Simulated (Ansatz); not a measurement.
# Zn in Cu(111), 2x2: scattering by a point defect

Aim: the resistance that Zn in Cu(111), 2x2 adds to the host.

Method: Ansatz plane-wave DFT, PBE, PAW files; ballistic transport by layer matching (Landauer), zero bias; PAW set soft_1, in the first sound run; inputs show where later runs differ, in Ansatz 0.2.0.

## Step 1: The structure

The cell holds 44 atoms: 43 Cu and 1 Zn. Cell: a = 5.112 Å, b = 5.112 Å, c = 23.005 Å, α = 86.8°, β = 93.2°, γ = 120.0°. It derives from Cu. Regions: lead, 24 atoms (24 Cu); scattering region, 20 atoms (19 Cu and 1 Zn). The structure is stacked along c, and the current runs across the ab planes.

## Step 2: Transmission at ideal sites

The defect sits in one plane of the supercell, all atoms on ideal sites; the layers about the cell's end are the lead. The mesh across the current, 12×12, is finer than the density's, because channels open and close sharply across the zone. Energies from -0.1 to 0.1 eV in steps of 0.05 eV are too few for the program's thermal sum, so it prints no conductance; for a metal the transmission near the Fermi level serves, at a fraction of the cost.

Input file input.yaml:

```yaml
crystal:
  lattice:
    - [5.1123254594, 0.0, 0.0]
    - [-2.5561627297, 4.4274037203, 0.0]
    - [-1.2780813649, 0.73790062, 22.9580794202]
  atoms:
    - { symbol: Cu, position: [0.0075757576, 0.9924242424, 0.0454545455] }
    - { symbol: Cu, position: [0.0075757576, 0.4924242424, 0.0454545455] }
    - { symbol: Cu, position: [0.5075757576, 0.9924242424, 0.0454545455] }
    - { symbol: Cu, position: [0.5075757576, 0.4924242424, 0.0454545455] }
    - { symbol: Cu, position: [0.1893939394, 0.3106060606, 0.1363636364] }
    - { symbol: Cu, position: [0.1893939394, 0.8106060606, 0.1363636364] }
    - { symbol: Cu, position: [0.6893939394, 0.3106060606, 0.1363636364] }
    - { symbol: Cu, position: [0.6893939394, 0.8106060606, 0.1363636364] }
    - { symbol: Cu, position: [0.3712121212, 0.1287878788, 0.2272727273] }
    - { symbol: Cu, position: [0.3712121212, 0.6287878788, 0.2272727273] }
    - { symbol: Cu, position: [0.8712121212, 0.1287878788, 0.2272727273] }
    - { symbol: Cu, position: [0.8712121212, 0.6287878788, 0.2272727273] }
    - { symbol: Cu, position: [0.053030303, 0.946969697, 0.3181818182] }
    - { symbol: Cu, position: [0.053030303, 0.446969697, 0.3181818182] }
    - { symbol: Cu, position: [0.553030303, 0.946969697, 0.3181818182] }
    - { symbol: Cu, position: [0.553030303, 0.446969697, 0.3181818182] }
    - { symbol: Cu, position: [0.2348484848, 0.2651515152, 0.4090909091] }
    - { symbol: Cu, position: [0.2348484848, 0.7651515152, 0.4090909091] }
    - { symbol: Cu, position: [0.7348484848, 0.2651515152, 0.4090909091] }
    - { symbol: Cu, position: [0.7348484848, 0.7651515152, 0.4090909091] }
    - { symbol: Zn, position: [0.4166666667, 0.0833333333, 0.5] }
    - { symbol: Cu, position: [0.4166666667, 0.5833333333, 0.5] }
    - { symbol: Cu, position: [0.9166666667, 0.0833333333, 0.5] }
    - { symbol: Cu, position: [0.9166666667, 0.5833333333, 0.5] }
    - { symbol: Cu, position: [0.0984848485, 0.9015151515, 0.5909090909] }
    - { symbol: Cu, position: [0.0984848485, 0.4015151515, 0.5909090909] }
    - { symbol: Cu, position: [0.5984848485, 0.9015151515, 0.5909090909] }
    - { symbol: Cu, position: [0.5984848485, 0.4015151515, 0.5909090909] }
    - { symbol: Cu, position: [0.2803030303, 0.2196969697, 0.6818181818] }
    - { symbol: Cu, position: [0.2803030303, 0.7196969697, 0.6818181818] }
    - { symbol: Cu, position: [0.7803030303, 0.2196969697, 0.6818181818] }
    - { symbol: Cu, position: [0.7803030303, 0.7196969697, 0.6818181818] }
    - { symbol: Cu, position: [0.4621212121, 0.0378787879, 0.7727272727] }
    - { symbol: Cu, position: [0.4621212121, 0.5378787879, 0.7727272727] }
    - { symbol: Cu, position: [0.9621212121, 0.0378787879, 0.7727272727] }
    - { symbol: Cu, position: [0.9621212121, 0.5378787879, 0.7727272727] }
    - { symbol: Cu, position: [0.1439393939, 0.8560606061, 0.8636363636] }
    - { symbol: Cu, position: [0.1439393939, 0.3560606061, 0.8636363636] }
    - { symbol: Cu, position: [0.6439393939, 0.8560606061, 0.8636363636] }
    - { symbol: Cu, position: [0.6439393939, 0.3560606061, 0.8636363636] }
    - { symbol: Cu, position: [0.3257575758, 0.1742424242, 0.9545454545] }
    - { symbol: Cu, position: [0.3257575758, 0.6742424242, 0.9545454545] }
    - { symbol: Cu, position: [0.8257575758, 0.1742424242, 0.9545454545] }
    - { symbol: Cu, position: [0.8257575758, 0.6742424242, 0.9545454545] }
kpoints:
  mp_grid: { grid: [5, 5, 1] }
hamiltonian:
  xc: pbe
  pseudopotentials: { kind: paw, azcp: { folder: soft_1 } }
scf:
  occupations: { method: fermi_dirac, width: 0.1 }
output:
  transmission: { leads: [[0, 4]], kmesh: [12, 12], e_range: [-0.1, 0.1], de: 0.05 }
  write_potential: true
  write_density: true
  volumetric_format: npy
  elf: true
```

On the command line:

```console
$ ansatz run input.yaml --threads 4 --pin off --max-ram 15360MiB --backend cpu --events-out ev --progress --plain --runs-dir out
```

Numbers of over 12 decimals in the logs are rounded to 6 here.

What it wrote:

```text
Engine: ansatz 0.2.0, x86_64-unknown-linux-gnu
Pseudopotentials: kind: paw
Pseudopotential: Cu, paw, valence charge 19, recommended cutoff 420 eV (normal), soft_1/Cu.paw.azcp
Pseudopotential: Zn, paw, valence charge 12, recommended cutoff 420 eV (normal), soft_1/Zn.paw.azcp
Functional definition: PBE
  parameter kappa = 0.804
  parameter beta = 0.066725
  exchange = pbe_x(kappa = kappa, mu = beta*pi^2/3)
  correlation = pbe_c(beta = beta)
Crystal: 44 atoms, lattice volume = 519.641 Å³
Basis set: ecut = 420 eV, 10219 PW (Γ)
Bands: 498, of which v1, the nominal top of the filled ones, is band 415 counted from 1 (414 counted from 0)
Symmetry: 4 space group operations
Space group: C2/m (ITA 12), of the structure as read, at distance tolerance 8.0e-5 Å
k-points: 9 of 25
Non-local potential: Cu, projectors of the file, l = 0: 3, l = 1: 2, l = 2: 3, l = 3: 1
Non-local potential: Zn, projectors of the file, l = 0: 2, l = 1: 2, l = 2: 3, l = 3: 1
PAW form: soft (Blöchl's): semilocal exchange-correlation on the pseudo side does not see the compensation charge
PAW one-centre angular grid: Cu, 590 points (default); XC on 64 Gauss nodes
PAW one-centre angular grid: Zn, 590 points (default); XC on 64 Gauss nodes
Initial density: superposition of atomic densities (chi_scale 0.1, normalization cell, long waves kept (reshape's long-wave potential 0.82 eV rms))
Initial wavefunctions: pseudopotential atomic-orbital guess
Functional: x = pbe(κ = 0.804, μ = 0.219515), c = pbe(β = 0.066725)
SCF iter   1: F=—  HF=-288249.736571 eV  |F-HF|=—  |Δ(HF+E_count)|=         —  Δρ=2.96e-1  dr2=9.20e2  ethr=3.10e-3  ⟨swp⟩=5.1  Hψ=15999  notcnv=0  defer=68
preconditioner: auto → Kerker (q_TF=auto, 2.949 Å⁻¹)  [metal: Δε(μ)=0.071 eV  Ē_g=9.282 eV  σ=0.100 eV  W_gap=0.17  n_scr=240 (ndim 8)  ℏωp=35.9 eV  f_vac=0.000  D(μ)=29.67/eV (n_scr^D=308)]
SCF iter   2: F=—  HF=-288213.573758 eV  |F-HF|=—  |Δ(HF+E_count)|=    3.62e1  Δρ=9.98e-2  dr2=3.46e2  ethr=3.10e-3  ⟨swp⟩=2.0  Hψ=8442  notcnv=0  defer=521
SCF iter   3: F=—  HF=-288205.893964 eV  |F-HF|=—  |Δ(HF+E_count)|=    7.68e0  Δρ=5.82e-2  dr2=1.23e2  ethr=3.10e-3  ⟨swp⟩=2.4  Hψ=7014  notcnv=0  defer=536
SCF iter   4: F=—  HF=-288202.885878 eV  |F-HF|=—  |Δ(HF+E_count)|=    3.01e0  Δρ=2.49e-2  dr2=7.30e1  ethr=3.10e-3  ⟨swp⟩=2.3  Hψ=6180  notcnv=0  defer=536
SCF iter   5: F=—  HF=-288203.173169 eV  |F-HF|=—  |Δ(HF+E_count)|=   2.87e-1  Δρ=1.99e-2  dr2=4.98e1  ethr=3.10e-3  ⟨swp⟩=1.4  Hψ=5162  notcnv=0  defer=538
SCF iter   6: F=—  HF=-288202.401626 eV  |F-HF|=—  |Δ(HF+E_count)|=   7.72e-1  Δρ=1.59e-2  dr2=1.46e1  ethr=3.10e-3  ⟨swp⟩=2.1  Hψ=4027  notcnv=0  defer=538
SCF iter   7: F=—  HF=-288202.244027 eV  |F-HF|=—  |Δ(HF+E_count)|=   1.58e-1  Δρ=6.86e-3  dr2=1.06e0  ethr=1.76e-3  ⟨swp⟩=1.6  Hψ=5167  notcnv=0  defer=552
SCF iter   8: F=—  HF=-288202.226132 eV  |F-HF|=—  |Δ(HF+E_count)|=   1.79e-2  Δρ=2.47e-3  dr2=1.15e-1  ethr=1.28e-4  ⟨swp⟩=1.0  Hψ=3929  notcnv=0  defer=553
SCF iter   9: F=—  HF=-288202.222452 eV  |F-HF|=—  |Δ(HF+E_count)|=   3.68e-3  Δρ=5.41e-4  dr2=4.98e-3  ethr=1.38e-5  ⟨swp⟩=1.0  Hψ=3929  notcnv=0  defer=553
SCF iter  10: F=—  HF=-288202.222673 eV  |F-HF|=—  |Δ(HF+E_count)|=   2.22e-4  Δρ=4.09e-4  dr2=3.03e-3  ethr=6.01e-7  ⟨swp⟩=2.0  Hψ=5694  notcnv=0  defer=553
SCF iter  11: F=—  HF=-288202.222510 eV  |F-HF|=—  |Δ(HF+E_count)|=   1.64e-4  Δρ=2.23e-4  dr2=7.17e-4  ethr=3.66e-7  ⟨swp⟩=2.1  Hψ=6002  notcnv=0  defer=553
SCF iter  12: F=—  HF=-288202.222522 eV  |F-HF|=—  |Δ(HF+E_count)|=   1.25e-5  Δρ=6.65e-5  dr2=8.96e-5  ethr=8.65e-8  ⟨swp⟩=2.0  Hψ=4186  notcnv=0  defer=553
SCF iter  13: F=—  HF=-288202.222391 eV  |F-HF|=—  |Δ(HF+E_count)|=   1.31e-4  Δρ=6.04e-5  dr2=7.52e-5  ethr=1.08e-8  ⟨swp⟩=2.0  Hψ=4607  notcnv=0  defer=553
SCF iter  14: F=—  HF=-288202.222388 eV  |F-HF|=—  |Δ(HF+E_count)|=   2.72e-6  Δρ=2.43e-5  dr2=1.14e-5  ethr=9.07e-9  ⟨swp⟩=2.0  Hψ=3967  notcnv=0  defer=553
SCF iter  15: F=—  HF=-288202.222388 eV  |F-HF|=—  |Δ(HF+E_count)|=   5.93e-7  Δρ=9.09e-6  dr2=2.40e-6  ethr=1.37e-9  ⟨swp⟩=1.0  Hψ=3929  notcnv=0  defer=553
SCF iter  16: F=—  HF=-288202.222388 eV  |F-HF|=—  |Δ(HF+E_count)|=   1.95e-7  Δρ=4.27e-6  dr2=4.25e-7  ethr=2.90e-10  ⟨swp⟩=2.0  Hψ=5134  notcnv=0  defer=553
SCF iter  17: F=-288202.222388 eV  HF=-288202.222388 eV  |F-HF|=1.05e-8  |Δ(HF+E_count)|=   1.82e-8  Δρ=1.59e-6  dr2=1.93e-8  ethr=1.21e-11  ⟨swp⟩=6.9  Hψ=16565  notcnv=0
SCF 1 converged in 17 iterations: F = -288202.222388 eV  dr2 = 1.93e-8
  greatest PAW one-centre occupation: 1.000 electrons in one spin orbital (limit 2), on the Cu atom at site 25 (counted from 0), in its partial waves of l = 0
transmission: 151 of 1505 steps passed
transmission: 303 of 1505 steps passed
[...]
transmission: 1505 of 1505 steps passed
SCF converged after 17 iterations
Free energy (F): -288202.222388 eV
Harris-Foulkes:  -288202.222388 eV  (|F-HF|=1.05e-8)
Internal energy: -288201.717484 eV  (E = F + TS)
E sigma→0 (E₀):  -288201.969936 eV
Entropy (-TS):   -0.504903 eV (-11.475 meV/atom)
Fermi energy:    16.279938 eV
--- Per-component energies (eV) ---
  E_band       = -15719.458158
  E_kinetic    = 11405.847726
  E_local      = -196300.951224  (includes V_loc(G=0)·N_el)
  E_nonlocal   = 39069.842541
  E_hartree    = 83134.219790
  E_xc         = -3048.669521
  E_vxc        = -3886.625735  (∫ρ·V_xc dr)
  E_paw        = -79929.442648  (= ΣΔE_a)
  E_vpaw       = -32276.049572  (= ΣTr[D̂ρ^β])
  E_aug_tail   = 0.043979  (compensation charges beyond the density's cutoff)
  E_ewald      = -142532.608128
  E_smearing   = -0.504903  (= −TS)
  E_closure    = -0.000000  (closes the sum)
  Σ components = -288202.222388   (vs F -288202.222388, Δ=0.00e0)
--- Band table (eV; the first three rows and the last of 9) ---
  k-point 0: bands = [... 411 lower, 16.4427, 16.4603, 16.7357, 16.7897, 16.8340, 16.8472, 17.0470, 17.0805, ... 79 higher]
  k-point 1: bands = [... 411 lower, 15.9647, 16.0481, 16.1223, 16.2137, 16.2296, 16.2730, 16.3946, 16.5358, ... 79 higher]
  k-point 2: bands = [... 411 lower, 16.0428, 16.0817, 16.1569, 16.2247, 16.3278, 16.5932, 16.6318, 16.6829, ... 79 higher]
  k-point 8: bands = [... 411 lower, 16.0641, 16.0773, 16.1174, 16.1257, 16.3417, 16.3470, 16.4891, 16.4968, ... 79 higher]
--- Transmission ---
  basis      : 199 plane waves across, 35 finite elements along
  points     : 43, standing for a mesh of 12 x 12
  energies   : 5 from -0.100000 to 0.100000 eV about the Fermi level, 0.050000 eV apart; the leads are filled to 0.000000 eV, and channels, transmission and decay are at 0.000000 eV
  crystal 0  : Cu4, at the sites [0, 4], period 2.0871 Å, over 20.87 Å; its Hamiltonian steps by up to 2.1 meV
    offset         : up to 0.0000 Å between an atom of the period and one for which it stands
    channels       : 3.145833e0 a spin
    conductance    : none, the energies end too early or step too widely for 300 K: set another output.transmission.e_range or a lower de, or, where they end at an eighth of basis.ecutwfc, a higher one
  junction   : crystal 0 to crystal 0, 0.70 to 21.57 Å
    transmission   : 3.059005e0 a spin
    conductance    : none, the energies end too early or step too widely for 300 K: set another output.transmission.e_range or a lower de, or, where they end at an eighth of basis.ecutwfc, a higher one
```

Wall time 6.3 min (4 threads of Intel Xeon Platinum 8259CL at 2.50GHz (Skylake/Cascade Lake), shared host); peak memory 5.2 GiB; 23 min of CPU time.

This run has no spin polarisation although its electron count is odd.

This step gave:

| Quantity | Value |
| --- | --- |
| free energy | -288202.2224 eV |
| energy at zero smearing | -288201.9699 eV |
| Fermi energy | 16.28 eV |
| cell area | 22.63 Å² |
| transmission per spin nearest the Fermi level | 3.059 |
| open channels per spin nearest the Fermi level | 3.146 |
| step of the lead's potential | 2.1 meV |

Per spin. Transmission, zone mean against energy, zero at the Fermi level:

```
energy (eV)  transmission, zone mean
    -0.1000                     3.04
    -0.0500                     3.05
     0.0000                     3.06
     0.0500                     3.07
     0.1000                     3.07
```

Per spin. The open channels, zone mean, lead stays at 3.15 for energy from -0.1 to 0.1 eV.

Transmission over k1 and k2. At 0.0000 eV from the Fermi level.

Ten even steps from '0' (2.62) to '9' (3.82):
```
292222922222
229222922222
222922922222
222221222222
222210012222
999920002999
222221001222
222222212222
222222922922
222222922292
222222922229
922222922222
```
Columns: k1 (b1) from -0.5 to 0.417; rows upwards: k2 (b2) from -0.5 to 0.417.

Open channels over k1 and k2. At 0.0000 eV from the Fermi level.

Ten even steps from '0' (3.00) to '9' (4.00):
```
090000900000
009000900000
000900900000
000000000000
000000000000
999900000999
000000000000
000000000000
000000900900
000000900090
000000900009
900000900000
```
Columns: k1 (b1) from -0.5 to 0.417; rows upwards: k2 (b2) from -0.5 to 0.417.

Valence density in the ca plane at fractional y = 0.083, with atoms of Zn and Cu within 0.2 Å of it. It is the smooth field of the valence electrons, not physical close to the nuclei.

Ten steps, logarithmic in the rise over the least value, from '0' (0 e/Å³) to '9' (49 e/Å³), each cell a mean:
```
00000025531000000000000489620000000000003786
00000148851000000000000489620000000000001453
00000047841000000000000245300000000122100110
00000024420011100001100011000011000243100000
00000001100023310012100000000011000233100111
00000000000024310011100011000011000011001353
00000001100012100000000134210000000000003796
00000025531000000000000378510000000000003786
00000148851000000000000378510000000000001453
00000047841000000000000134200000000122100110
00000024420011100001100001000011000243100000
00000001100023310012100000000011000233100111
00000000000024310011100011100011000011001353
00000001100012100000000246310000000000003796
```
Columns run along c (16.0 Å, from fractional 0.11 to 0.80 of the cell), rows up along a (5.1 Å). Atoms in or near the plane, at fractional coordinates: Zn at (0.50, 0.42), Cu at (0.50, 0.92), Cu at (0.77, 0.46), Cu at (0.77, 0.96).

Electrostatic potential energy in the ca plane at fractional y = 0.083, with atoms of Zn and Cu within 0.2 Å of it. With pseudopotentials it is smooth inside the atoms' cores, unlike the true potential.

Ten even steps from '0' (-47 eV) to '9' (18 eV), each cell a mean:
```
99999963258999999999998400169999999999995101
99999830027999999999998400279999999989997435
99999840038999999999999733589988999766899888
99999974479987799988899988999877898634799999
99999998899964479986799999999877899645899878
99999999999963479987899977899988999878998424
99999998789976799999999632489999999999995101
99999963258999999999998400169999999999995101
99999830027999999999998400279999999989997435
99999840038999999999999633589988999766899888
99999974479987799988899987899877898634799999
99999998899964479986799999999877899645899878
99999999999963479987899987899988999878998424
99999998789976799999999732489999999999995101
```
Columns run along c (16.0 Å, from fractional 0.11 to 0.80 of the cell; values clipped at the 3rd and 97th percentile), rows up along a (5.1 Å). Atoms in or near the plane, at fractional coordinates: Zn at (0.50, 0.42), Cu at (0.50, 0.92), Cu at (0.77, 0.46), Cu at (0.77, 0.96).

ELF in the ca plane at fractional y = 0.083, with atoms of Zn and Cu within 0.2 Å of it. It is the smooth field of the valence electrons, not physical close to the nuclei.

Ten even steps from '0' (0.00) to '9' (0.65), each cell a mean:
```
33333222222332233333442269323443333334432463
33343226622344333334442258323433333222332222
33333224522333233333333222223322232222233222
33333222223322223322233322333222232222233333
33233322233222223322223433343222232222233222
32223333333222223322223322233222233222332222
33223322223322223322333210123333333333432473
33333222222332233333443100023444333334432463
33343226622343333334443100023433333222332222
33333224522333233333343211233322332222233222
33333222223322223322233322333222232222233333
33233322233222223322223433343222232222233222
32223333333222223322223322233222233222332222
33223322223322223322333222223333333333432473
```
Columns run along c (16.0 Å, from fractional 0.11 to 0.80 of the cell), rows up along a (5.1 Å). Atoms in or near the plane, at fractional coordinates: Zn at (0.50, 0.42), Cu at (0.50, 0.92), Cu at (0.77, 0.46), Cu at (0.77, 0.96).

Over the solved energies the transmission per spin lies between 3.04 and 3.07, out of 3.15 channels of the lead on average (up to 3.15).

## Step 3: Resistance at ideal sites

This step: Ansatz plane-wave DFT, PBE, PAW files; ballistic transport by layer matching (Landauer), zero bias; area resistance of the defect plane and resistivity an atomic per cent; PAW set soft_1 (Ansatz 0.2.0).

This step gave:

```yaml
area_resistance: 0.02614 fΩ m²
t_over_the_leads_mean_channel_count: 0.9726
resistivity_per_at_scaled_from_this_dense_plane_with_the_factor_3_over_4_for_isotropic_scattering: 0.3757 µΩ cm
```

Averaged over the energies near the Fermi level, 97.3 % of the channels pass, which makes 0.0261 fΩ m².

By hand, with T and the leads' channels N averaged over the energies near the Fermi level: RA = A (h/2e²)(1/T − 1/N) = 22.63×10⁻²⁰ m² × 12 906 Ω × (1/3.060 − 1/3.146) = 0.0261 fΩ m². Per atomic per cent: RA × A / V_atom × 0.01 × 3/4 = 0.376 µΩ cm, with the host's V_atom = 11.81 Å³.

[end of part 1 of 3]

[Logs are printed without paths, hosts, clocks, repeated set-up lines and the standing remarks that a program may print on its own settings, such as how far it seeks lower states.]

[Hosts, paths, dates, database ids (printed as entryN), source tags and the programs' standing remarks are cut or masked in the printed files.]
